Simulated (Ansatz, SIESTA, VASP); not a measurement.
## CdTe: programs and potentials compared

The starting cell:

```
Te Cd
1.0
     0.00000    3.20500    3.20500
     3.20500    0.00000    3.20500
     3.20500    3.20500    0.00000
Te Cd
1 1
Cartesian
  4.8075 4.8075 4.8075
  0.0000 0.0000 0.0000
```

Alike in all runs: task relaxation of cell and atoms; functional PBE; k mesh 7 × 7 × 7; occupations fermi-dirac, width 0.05 eV; no spin polarisation; no spin-orbit coupling.

| program and potentials | plane-wave cutoff (eV) | notes | equilibrium volume (Å³/atom) |
| --- | --- | --- | --- |
| Ansatz, Ansatz PAW | 420 | 18 valence electrons an atom on average | 36.22 |
| Ansatz, all-electron LAPW, scalar-relativistic | - | - | 36.22 |
| VASP, PBE PAW files Cd, Te, 600 eV | 600 | 9 valence electrons an atom on average | 36.31 |
| SIESTA, files PseudoDojo sr-pbe-0.4.1-standard, SZP (energy shift 0.002 Ry) | - | atomic basis; 18 valence electrons an atom on average | 37.16 |

The equilibrium volume spans 36.22 (Ansatz, all-electron LAPW, scalar-relativistic) to 37.16 Å³/atom (SIESTA, files PseudoDojo sr-pbe-0.4.1-standard, SZP (energy shift 0.002 Ry)), with all-electron results at 36.22. Relaxations stop with a little pressure left, so the last digit of a volume isn't settled. Rows in atomic bases carry the error of their basis and grid, which can be large.

Differences between rows come from potentials, basis sets and numerical settings, since the functional is the same but for its coding. Runs on potential files found faulty are left out.
